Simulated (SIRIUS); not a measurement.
# AlN (Fm-3m) in SIRIUS: further runs

One crystal, AlN, is run at these levels: PBE, PBEsol; tasks: single point, equation of state.

Program: SIRIUS 7.10.0. These are calculated values, not measurements. Logs are shortened: lines on timing, memory, paths and dates and some standing lists are left out, and cuts for length are marked. The log counts tension as positive stress, the text compression.

### 1 The crystal as given

Symmetry: Fm-3m, No. 225, cubic system. The conventional cell has a = 4.069 Å, b = 4.069 Å, c = 4.069 Å, α = 90.00°, β = 90.00°, γ = 90.00°. Al (site symmetry m-3m) has 6 N at 2.03 Å as nearest neighbours. Around N (site symmetry m-3m) lie 6 Al at 2.03 Å.

Measurements of this composition are mostly on another form, of space group No. 186.

### 2 Single point, PBE

File sirius.json:

```json
{
  "control": {
    "processing_unit": "cpu",
    "verbosity": 2,
    "num_bands_to_print": 10,
    "print_forces": true,
    "print_stress": true
  },
  "parameters": {
    "electronic_structure_method": "pseudopotential",
    "xc_functionals": ["XC_GGA_X_PBE", "XC_GGA_C_PBE"],
    "gk_cutoff": 9.2,
    "pw_cutoff": 18.4,
    "ngridk": [11, 11, 11],
    "shiftk": [0, 0, 0],
    "smearing": "fermi_dirac",
    "smearing_width": 0.0018374661,
    "num_bands": 10,
    "num_mag_dims": 0,
    "num_dft_iter": 100,
    "energy_tol": 1e-08,
    "density_tol": 1e-06
  },
  "iterative_solver": {
    "type": "davidson",
    "min_tolerance": 1e-09,
    "tolerance_scale": [0.1, 0.25]
  },
  "mixer": {
    "type": "anderson",
    "beta": 0.7,
    "max_history": 8
  },
  "settings": {
    "tol_ne": 1e-10,
    "pseudo_grid_cutoff": 6.5
  },
  "unit_cell": {
    "lattice_vectors": [
      [0.0, 3.844681815621, 3.844681815621],
      [3.844681815621, 0.0, 3.844681815621],
      [3.844681815621, 3.844681815621, 0.0]
    ],
    "atom_coordinate_units": "lattice",
    "atom_types": ["Al", "N"],
    "atom_files": {
      "Al": "Al.json",
      "N": "N.json"
    },
    "atoms": {
      "Al": [
        [0.5, 0.5, 0.5]
      ],
      "N": [
        [0.0, 0.0, 0.0]
      ]
    }
  }
}
```

Potentials or basis: PseudoDojo 0.4.1 PBE standard (scalar relativistic).

The run is started by

```sh
$ upf_to_json Al.upf
$ upf_to_json N.upf
$ OMP_NUM_THREADS=1 sirius.scf --input=sirius.json --output=out.json --task=0
```

The program printed:

```text
[info] SIRIUS version : 7.10.0
[info] number of MPI ranks           : 1
[info] MPI grid                      : 1 1
[info] maximum number of OMP threads : 1
[fft] FFT context for density and potential
[fft] =====================================
[fft]   comm size                             : 1
[fft]   plane wave cutoff                     : 18.4
[fft]   grid size                             : 36 36 36   total : 46656
[fft]   grid limits                           : -17 18   -17 18   -17 18
[fft]   number of G-vectors within the cutoff : 6020
[fft]   local number of G-vectors             : 6020
[fft]   number of G-shells                    : 357
[fft] FFT context for coarse grid
[fft] =====================================
[fft]   comm size                             : 1
[fft]   plane wave cutoff                     : 18.4
[fft]   grid size                             : 36 36 36   total : 46656
[fft]   grid limits                           : -17 18   -17 18   -17 18
[fft]   number of G-vectors within the cutoff : 6020
[fft]   local number of G-vectors             : 6020
[fft]   number of G-shells                    : 357
[unit cell] lattice vectors
[unit cell]   a1 :       0.0000000000      3.8446818156      3.8446818156
[unit cell]   a2 :       3.8446818156      0.0000000000      3.8446818156
[unit cell]   a3 :       3.8446818156      3.8446818156      0.0000000000
[unit cell] reciprocal lattice vectors
[unit cell]   b1 :      -0.8171268272      0.8171268272      0.8171268272
[unit cell]   b2 :       0.8171268272     -0.8171268272      0.8171268272
[unit cell]   b3 :       0.8171268272      0.8171268272     -0.8171268272
[unit cell] unit cell volume :       113.66093031 [a.u.^3]
[unit cell] 1/sqrt(omega)    :         0.09379818
[unit cell] MT volume        :         0.00000000 ( 0.00%)
[unit cell] IT volume        :       113.66093031 (100.00%)
[unit cell] number of atom types : 2
[unit cell] type id : 0 symbol : Al mt_radius :  18.750000 num_atoms : 1
[unit cell] type id : 1 symbol :  N mt_radius :  10.570000 num_atoms : 1
[unit cell] total number of atoms : 2
[unit cell] number of symmetry classes : 2
[unit cell] number of PAW atoms : 0
[unit cell] atom id  type id  class id             position                      vector_field
[unit cell] ------------------------------------------------------------------------------------------
[unit cell]      0        0        0      0.50000   0.50000   0.50000      0.00000   0.00000   0.00000
[unit cell]      1        1        1      0.00000   0.00000   0.00000      0.00000   0.00000   0.00000
[unit cell] atom id         position (Cartesian, a.u.)
[unit cell] ---------------------------------------------
[unit cell]      0       3.844682    3.844682    3.844682
[unit cell]      1       0.000000    0.000000    0.000000
[unit cell] class id : 0 atom id : 0
[unit cell] class id : 1 atom id : 1
[unit cell] minimum bond length:     3.844682
[unit cell] total number of pseudo wave-functions: 8
[sym] space group number   : 225
[sym] international symbol : Fm-3m
[sym] Hall symbol          : -F 4 2 3
[sym] space group transformation matrix :
[sym]   0.0000  0.5000  0.5000
[sym]   0.5000  0.0000  0.5000
[sym]   0.5000  0.5000  0.0000
[sym] space group origin shift :
[sym]   0.0000  0.0000  0.0000
[sym] number of space group operations  : 48
[sym] number of magnetic group operations : 48
[sym] metric tensor error: 0.0000e+00
[sym] rotation matrix error: 4.4409e-16
[sym] symmetry operations
[... list of symmetry operations ...]
[... 199 lines left out ...]
[find] Total energy                   :     -12.78195261 (Ha),     -25.56390522 (Ry)
[find] Free energy (E-TS)             :     -12.78195261 (Ha),     -25.56390522 (Ry)
[find] band gap (eV)                  :       4.47056684
[find] Efermi                         :       0.47371567
[find] iteration : 2, RMS : 3.974681478665e-03, energy difference : -1.820293012916e-02
[find] Hartree energy of density residual : 3.078067790710e-04
[find] | SCF iteration   3 out of 100|
[diagonalize] iterative solver tolerance (occupied, empty): 0.00015625 0.00015625
[diagonalize] average number of iterations: 3.07143
[find] Total energy                   :     -12.78259274 (Ha),     -25.56518549 (Ry)
[find] Free energy (E-TS)             :     -12.78259274 (Ha),     -25.56518549 (Ry)
[find] band gap (eV)                  :       4.70356779
[find] Efermi                         :       0.47012884
[find] iteration : 3, RMS : 1.507501074922e-03, energy difference : -6.401354192604e-04
[find] Hartree energy of density residual : 1.286107384170e-04
[find] | SCF iteration   4 out of 100|
[diagonalize] iterative solver tolerance (occupied, empty): 3.90625e-05 3.90625e-05
[... 47 lines left out ...]
[find] Free energy (E-TS)             :     -12.78264968 (Ha),     -25.56529935 (Ry)
[find] band gap (eV)                  :       4.61517200
[find] Efermi                         :       0.51801946
[find] iteration : 9, RMS : 9.205886132477e-07, energy difference : -5.127471780497e-09
[find] Hartree energy of density residual : 5.028000218046e-11
[find] | SCF iteration  10 out of 100|
[diagonalize] iterative solver tolerance (occupied, empty): 9.53674e-09 9.53674e-09
[diagonalize] average number of iterations: 2.80357
[find] Total energy                   :     -12.78264968 (Ha),     -25.56529935 (Ry)
[find] Free energy (E-TS)             :     -12.78264968 (Ha),     -25.56529935 (Ry)
[find] band gap (eV)                  :       4.61510778
[find] Efermi                         :       0.51802010
[find] iteration : 10, RMS : 2.434399685886e-07, energy difference : -6.689830911455e-10
[find] Hartree energy of density residual : 4.781315652254e-12
[find] bands are converged : true
[find] iterative solver converged : false
[find] +------------------------------+
[find] | SCF iteration  11 out of 100|
[find] +------------------------------+
[diagonalize] iterative solver tolerance (occupied, empty): 2.38419e-09 2.38419e-09
[diagonalize] average number of iterations: 1.82143
[diagonalize] Lowest band energies
[diagonalize] ik:    0   -0.235989    0.402069    0.402069    0.402069    0.601368    0.848649    0.848649    0.848649    1.034449    1.054449
[diagonalize] ik:    1   -0.229868    0.370644    0.398452    0.398452    0.621499    0.819069    0.857649    0.857649    0.998467    0.998467
[diagonalize] ik:    2   -0.211964    0.302414    0.389349    0.389349    0.648291    0.793584    0.866487    0.866487    0.969728    0.969728
[diagonalize] ik:    3   -0.183991    0.225389    0.378527    0.378527    0.646824    0.813839    0.845032    0.845032    1.007270    1.015810
[diagonalize] ik:    4   -0.150461    0.155141    0.369468    0.369468    0.633635    0.819402    0.819402    0.851908    0.994911    1.077117
[diagonalize] ...
[diagonalize] ik:   51   -0.080830    0.156316    0.237777    0.292705    0.621127    0.692465    0.875283    0.928603    1.030908    1.226990
[diagonalize] ik:   52   -0.107364    0.176076    0.247316    0.311873    0.693633    0.736423    0.779513    0.910589    1.031422    1.140961
[diagonalize] ik:   53   -0.089414    0.167463    0.223611    0.296730    0.694909    0.754346    0.801763    0.884542    1.061733    1.103830
[diagonalize] ik:   54   -0.082620    0.168709    0.232615    0.273113    0.666534    0.724381    0.833142    0.895037    1.056237    1.162038
[diagonalize] ik:   55   -0.079905    0.188356    0.198842    0.273681    0.686126    0.770546    0.813744    0.858267    1.075165    1.117200
[find] Charges and magnetic moments
[find] --------------------------------------------------------------------------------
[find] total charge          : 8.000000
[find] Energy
[find] --------------------------------------------------------------------------------
[find] valence_eval_sum               :       1.36649355
[find] <rho|V^{XC}>                   :      -4.67310700
[find] <rho|E^{XC}>                   :      -4.28646614
[find] <mag|B^{XC}>                   :       0.00000000
[find] <rho|V^{H}>                    :       4.54712348
[find] one-electron contribution      :       1.49247707 (Ha),       2.98495414 (Ry)
[find] hartree contribution           :       2.27356174
[find] xc contribution                :      -4.28646614
[find] ewald contribution             :     -12.26221740
[find] PAW contribution               :       0.00000000
[find] smearing (-TS)                 :      -0.00000000
[find] SCF correction                 :      -0.00000494
[find] Total energy                   :     -12.78264968 (Ha),     -25.56529935 (Ry)
[find] Free energy (E-TS)             :     -12.78264968 (Ha),     -25.56529935 (Ry)
[find] band gap (eV)                  :       4.61509310
[find] Efermi                         :       0.51802034
[find] iteration : 11, RMS : 2.168480369885e-07, energy difference : -1.287681072881e-10
[find] Hartree energy of density residual : 1.872883672262e-12
[find] bands are converged : true
[find] iterative solver converged : true
[find] converged after 12 SCF iterations!
[find] Charges and magnetic moments
[find] --------------------------------------------------------------------------------
[find] total charge          : 8.000000
[find] Energy
[find] --------------------------------------------------------------------------------
[find] valence_eval_sum               :       1.36649355
[find] <rho|V^{XC}>                   :      -4.67310700
[find] <rho|E^{XC}>                   :      -4.28646614
[find] <mag|B^{XC}>                   :       0.00000000
[find] <rho|V^{H}>                    :       4.54712348
[find] one-electron contribution      :       1.49247707 (Ha),       2.98495414 (Ry)
[find] hartree contribution           :       2.27356174
[find] xc contribution                :      -4.28646614
[find] ewald contribution             :     -12.26221740
[find] PAW contribution               :       0.00000000
[find] smearing (-TS)                 :      -0.00000000
[find] SCF correction                 :      -0.00000494
[find] Total energy                   :     -12.78264968 (Ha),     -25.56529935 (Ry)
[find] Free energy (E-TS)             :     -12.78264968 (Ha),     -25.56529935 (Ry)
[find] band gap (eV)                  :       4.61509310
[find] Efermi                         :       0.51802034
[ground_state] === stress tensor components [kbar] ===
[ground_state] === stress_kin ===
[ground_state] -14292.582068   -0.000000    0.000000
[ground_state]    -0.000000-14292.582068    0.000000
[ground_state]     0.000000    0.000000-14292.582068
[ground_state] === stress_har ===
[ground_state] -1961.696859   -0.000000    0.000000
[ground_state]    -0.000000-1961.696859    0.000000
[ground_state]     0.000000    0.000000-1961.696859
[ground_state] === stress_ewald ===
[ground_state] 10580.206794    0.000000   -0.000000
[ground_state]     0.00000010580.206794   -0.000000
[ground_state]    -0.000000   -0.00000010580.206794
[ground_state] === stress_vloc ===
[ground_state]  1088.446594    0.000000    0.000000
[ground_state]     0.000000 1088.446594   -0.000000
[ground_state]     0.000000   -0.000000 1088.446594
[ground_state] === stress_xc ===
[ground_state]  1086.340979    0.000000   -0.000000
[ground_state]     0.000000 1086.340979   -0.000000
[ground_state]    -0.000000   -0.000000 1086.340979
[ground_state] === stress_core ===
[ground_state]  2138.867943    0.000000   -0.000000
[ground_state]     0.000000 2138.867943   -0.000000
[ground_state]    -0.000000   -0.000000 2138.867943
[ground_state] === stress_nonloc ===
[ground_state]  1363.517475    0.000000   -0.000000
[ground_state]     0.000000 1363.517475   -0.000000
[ground_state]    -0.000000   -0.000000 1363.517475
[ground_state] === stress_us_nl ===
[ground_state]  1363.517475    0.000000   -0.000000
[ground_state]     0.000000 1363.517475   -0.000000
[ground_state]    -0.000000   -0.000000 1363.517475
[ground_state] === stress_total ===
[ground_state]     3.100857   -0.000000   -0.000000
[ground_state]    -0.000000    3.100857    0.000000
[ground_state]    -0.000000    0.000000    3.100857
[ground_state] ==== total Forces in Ha/bohr =====
[ground_state] atom:    0, force:       0.0000000      0.0000000      0.0000000
[... 14 lines left out ...]
[ground_state] atom:    0, force:       0.0000000      0.0000000      0.0000000
[ground_state] atom:    1, force:       0.0000000      0.0000000      0.0000000
[~DFT_ground_state] local op. applied: 16466
[~DFT_ground_state] evp. work count: 7047.72
[~DFT_ground_state] number of iterative solver steps: 1904
```

Wall time 19 s (1 thread of Arm Neoverse V2, shared host); peak memory 0.27 GiB.

What came out:

```
Free energy            : -347.8336 eV
Pressure               : -0.3 GPa
Band gap on the k mesh : 4.62 eV
```

Caveat: an odd mesh through Γ misses points on the zone boundary, where band edges often lie.

### 3 Single point, PBEsol

sirius.json: that of step 2 with these lines changed.

```diff
@@ -10,3 +10,3 @@
     "electronic_structure_method": "pseudopotential",
-    "xc_functionals": ["XC_GGA_X_PBE", "XC_GGA_C_PBE"],
+    "xc_functionals": ["XC_GGA_X_PBE_SOL", "XC_GGA_C_PBE_SOL"],
     "gk_cutoff": 9.2,
```

Potentials or basis: PseudoDojo 0.4.1 PBEsol standard (scalar relativistic).

The run is started by

```sh
$ upf_to_json Al.upf
$ upf_to_json N.upf
$ OMP_NUM_THREADS=1 sirius.scf --input=sirius.json --output=out.json --task=0
```

The program printed:

```text
[info] SIRIUS version : 7.10.0
[info] number of MPI ranks           : 1
[info] MPI grid                      : 1 1
[info] maximum number of OMP threads : 1
[fft] FFT context for density and potential
[fft] =====================================
[fft]   comm size                             : 1
[fft]   plane wave cutoff                     : 18.4
[fft]   grid size                             : 36 36 36   total : 46656
[fft]   grid limits                           : -17 18   -17 18   -17 18
[fft]   number of G-vectors within the cutoff : 6020
[fft]   local number of G-vectors             : 6020
[fft]   number of G-shells                    : 357
[fft] FFT context for coarse grid
[fft] =====================================
[fft]   comm size                             : 1
[fft]   plane wave cutoff                     : 18.4
[fft]   grid size                             : 36 36 36   total : 46656
[fft]   grid limits                           : -17 18   -17 18   -17 18
[fft]   number of G-vectors within the cutoff : 6020
[fft]   local number of G-vectors             : 6020
[fft]   number of G-shells                    : 357
[unit cell] lattice vectors
[unit cell]   a1 :       0.0000000000      3.8446818156      3.8446818156
[unit cell]   a2 :       3.8446818156      0.0000000000      3.8446818156
[... 368 lines left out ...]
[find] <rho|V^{XC}>                   :      -4.65682180
[find] <rho|E^{XC}>                   :      -4.24954584
[find] <mag|B^{XC}>                   :       0.00000000
[find] <rho|V^{H}>                    :       4.48211944
[find] one-electron contribution      :       1.51273842 (Ha),       3.02547685 (Ry)
[find] hartree contribution           :       2.24105972
[find] xc contribution                :      -4.24954584
[find] ewald contribution             :     -12.26221740
[find] PAW contribution               :       0.00000000
[find] smearing (-TS)                 :      -0.00000000
[find] SCF correction                 :      -0.00000081
[find] Total energy                   :     -12.75796591 (Ha),     -25.51593183 (Ry)
[find] Free energy (E-TS)             :     -12.75796591 (Ha),     -25.51593183 (Ry)
[find] band gap (eV)                  :       4.53794773
[find] Efermi                         :       0.51373097
[ground_state] === stress tensor components [kbar] ===
[ground_state] === stress_kin ===
[ground_state] -14234.409846   -0.000000    0.000000
[ground_state]    -0.000000-14234.409846    0.000000
[ground_state]     0.000000    0.000000-14234.409846
[ground_state] === stress_har ===
[ground_state] -1933.653147   -0.000000    0.000000
[ground_state]    -0.000000-1933.653147    0.000000
[ground_state]     0.000000    0.000000-1933.653147
[ground_state] === stress_ewald ===
[ground_state] 10580.206794    0.000000   -0.000000
[ground_state]     0.00000010580.206794   -0.000000
[ground_state]    -0.000000   -0.00000010580.206794
[ground_state] === stress_vloc ===
[ground_state]  1154.689169    0.000000    0.000000
[ground_state]     0.000000 1154.689169   -0.000000
[ground_state]     0.000000   -0.000000 1154.689169
[ground_state] === stress_xc ===
[ground_state]  1070.781403    0.000000   -0.000000
[ground_state]     0.000000 1070.781403   -0.000000
[ground_state]    -0.000000   -0.000000 1070.781403
[ground_state] === stress_core ===
[ground_state]  2137.104065    0.000000   -0.000000
[ground_state]     0.000000 2137.104065   -0.000000
[ground_state]    -0.000000   -0.000000 2137.104065
[ground_state] === stress_nonloc ===
[ground_state]  1272.467543    0.000000    0.000000
[ground_state]     0.000000 1272.467543   -0.000000
[ground_state]     0.000000   -0.000000 1272.467543
[ground_state] === stress_us_nl ===
[ground_state]  1272.467543    0.000000    0.000000
[ground_state]     0.000000 1272.467543   -0.000000
[ground_state]     0.000000   -0.000000 1272.467543
[ground_state] === stress_total ===
[ground_state]    47.185982   -0.000000    0.000000
[ground_state]    -0.000000   47.185982    0.000000
[ground_state]     0.000000    0.000000   47.185982
[ground_state] ==== total Forces in Ha/bohr =====
[ground_state] atom:    0, force:       0.0000000      0.0000000      0.0000000
[... 14 lines left out ...]
[ground_state] atom:    0, force:       0.0000000      0.0000000      0.0000000
[ground_state] atom:    1, force:       0.0000000      0.0000000      0.0000000
[~DFT_ground_state] local op. applied: 16431
[~DFT_ground_state] evp. work count: 7030.04
[~DFT_ground_state] number of iterative solver steps: 1875
```

Run time: 23 s. Hardware: 1 thread of Arm Neoverse V1, shared host; peak memory 0.27 GiB.

What came out:

```yaml
Free_energy: -347.1619 eV
Pressure: -4.7 GPa
Band_gap_on_the_k_mesh: 4.54 eV
```

Caveat: an odd mesh through Γ misses points on the zone boundary, where band edges often lie.

(Part 1 of 2 ends here.)
